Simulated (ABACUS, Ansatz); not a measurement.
Given: the input of a run of ABACUS 3.10.1 on Ge (Germanium). 

INPUT

```
INPUT_PARAMETERS
suffix              Ge
calculation         scf
basis_type          pw
pseudo_dir          ./
symmetry            1
dft_functional      pbesol
ecutwfc             79
pseudo_rcut         7
nspin               1
nbands              18
ks_solver           dav
smearing_method     fd
smearing_sigma      0.00367493
scf_thr             1e-08
scf_nmax            100
mixing_type         broyden
mixing_beta         0.7
cal_force           1
cal_stress          1
out_chg             1
out_pot             2
out_elf             1
```

The input STRU:

```
ATOMIC_SPECIES
Ge 72.6300 Ge.upf

LATTICE_CONSTANT
1.8897261246

LATTICE_VECTORS
0.0000000000 2.8289100000 2.8289100000
2.8289100000 0.0000000000 2.8289100000
2.8289100000 2.8289100000 0.0000000000

ATOMIC_POSITIONS
Direct

Ge
0.0
2
0.7500000000 0.7500000000 0.7500000000 1 1 1
0.5000000000 0.5000000000 0.5000000000 1 1 1
```

Contents of KPT:

```
K_POINTS
0
Gamma
8 8 8 0 0 0
```

Potentials or basis: PseudoDojo NC SR 0.4.1 PBEsol standard, plane waves.

Run with:

```sh
$ OMP_NUM_THREADS=1 mpirun -np 4 abacus > log
```

Problem. What does the same run look like in Ansatz 0.2.0? Potentials or basis there: all-electron LAPW, scalar-relativistic.

Solution. As run (cutoffs and basis follow the program's own potentials, and thresholds, step limits or extra output files can differ):

The input input.yaml:

```yaml
crystal:
  lattice:
    - [0.0, 2.82891, 2.82891]
    - [2.82891, 0.0, 2.82891]
    - [2.82891, 2.82891, 0.0]
  atoms:
    - { symbol: Ge, position: [0.75, 0.75, 0.75] }
    - { symbol: Ge, position: [0.5, 0.5, 0.5] }
kpoints:
  mp_grid: { grid: [8, 8, 8] }
scf:
  occupations: { method: fermi_dirac, width: 0.05 }
hamiltonian:
  xc: pbesol
  pseudopotentials: { kind: all_electron, lapw: { basis_error: 0.001 } }
output:
  forces: true
  stress: true
  eigenvalues: true
  populations: true
```

Potentials or basis: all-electron LAPW, scalar-relativistic.

Run with:

```console
$ ansatz run input.yaml --threads 1 --pin off --max-ram 3072MiB --backend cpu --events-out ev --progress --plain --runs-dir out
```

Both were run:

|  | ABACUS | Ansatz |
| --- | --- | --- |
| Pressure | 0.7 GPa | 0.6 GPa |

Where Ansatz's input types no cutoff or centring, it takes its own default and a Γ-centred mesh.

Pressure is positive in compression.
